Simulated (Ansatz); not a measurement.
Wanted: the native input for an Ansatz 0.2.0 run.

* Task: relaxation of cell and atoms
* Functional: PBE
* Potentials or basis: Ansatz PAW
* Cutoff: 420 eV (not typed: the program's choice for these potentials)
* k mesh: 3 × 6 × 2
* Occupations: fermi-dirac, width 0.05 eV
* Spin: no spin polarisation

Te2Mo:

```
Te Mo
1.0
     6.34645    0.00000    0.00000
     0.00000    3.49422    0.00000
    -0.54903    0.00000   14.85616
Te Mo
8 4
Direct
  0.06309 0.50000 0.40139
  0.93626 0.00000 0.59892
  0.56720 0.00000 0.36206
  0.43254 0.50000 0.63827
  0.09105 0.00000 0.13792
  0.90945 0.50000 0.86175
  0.58109 0.50000 0.09855
  0.41935 0.00000 0.90115
  0.31969 0.00000 0.50683
  0.67978 0.50000 0.49352
  0.18149 0.50000 0.00653
  0.81900 0.00000 0.99309
```

The cell is a database's computed one.

The input as run:

input.yaml

```yaml
crystal:
  lattice:
    - [6.3464495577, 0.0, 0.0]
    - [0.0, 3.49421554, 0.0]
    - [-0.5490254083, 0.0, 14.8561586148]
  atoms:
    - { symbol: Te, position: [0.06308657, 0.5, 0.40139181] }
    - { symbol: Te, position: [0.93626097, 0.0, 0.59892358] }
    - { symbol: Te, position: [0.56720469, 0.0, 0.36206281] }
    - { symbol: Te, position: [0.43253951, 0.5, 0.63827401] }
    - { symbol: Te, position: [0.09104745, 0.0, 0.13792275] }
    - { symbol: Te, position: [0.90945389, 0.5, 0.86175202] }
    - { symbol: Te, position: [0.58109276, 0.5, 0.09854983] }
    - { symbol: Te, position: [0.41934698, 0.0, 0.90115399] }
    - { symbol: Mo, position: [0.31968622, 0.0, 0.50682682] }
    - { symbol: Mo, position: [0.6797845, 0.5, 0.49352002] }
    - { symbol: Mo, position: [0.1814915, 0.5, 0.00653163] }
    - { symbol: Mo, position: [0.81900395, 0.0, 0.99308972] }
hamiltonian:
  xc: pbe
  pseudopotentials: { kind: paw }
kpoints:
  mp_grid: { grid: [3, 6, 2] }
scf:
  occupations: { method: fermi_dirac, width: 0.05 }
output:
  forces: true
  stress: true
  eigenvalues: true
relax:
  f_tol: 0.01
  max_steps: 40
  cell: { stress_tol: 0.05 }
```

Potentials or basis: Ansatz PAW.

Command:

```sh
$ ansatz run input.yaml --threads 4 --pin off --max-ram 11264MiB --backend cpu --events-out ev --progress --plain --runs-dir out
```

It gave:

```json
{
  "Relaxed volume": "29.01 Å³/atom",
  "Relaxed cell": "a = 6.371 Å, b = 3.468 Å, c = 15.758 Å, α = 90.00°, β = 91.15°, γ = 90.00°",
  "Space group after relaxing (to 0.05 Å)": "P2_1/m (No. 11)",
  "Energy gained by relaxing": "2.6 meV/atom",
  "Ionic steps": "9",
  "Pressure after relaxing": "0.0 GPa",
  "Largest force after relaxing": "0.005 eV/Å",
  "Band gap on the k mesh": "none (metal or under the smearing width)"
}
```

Caveat: the plane-wave basis is chosen anew once the cell has moved, so the energies of steps on either side of that aren't comparable; this functional lacks dispersion, which binds the layers, so the pressure and a relaxed spacing across them are unreliable.

Run time: 6 min on 4 threads of Arm Neoverse N1 (shared host), peak memory 1.3 GiB.
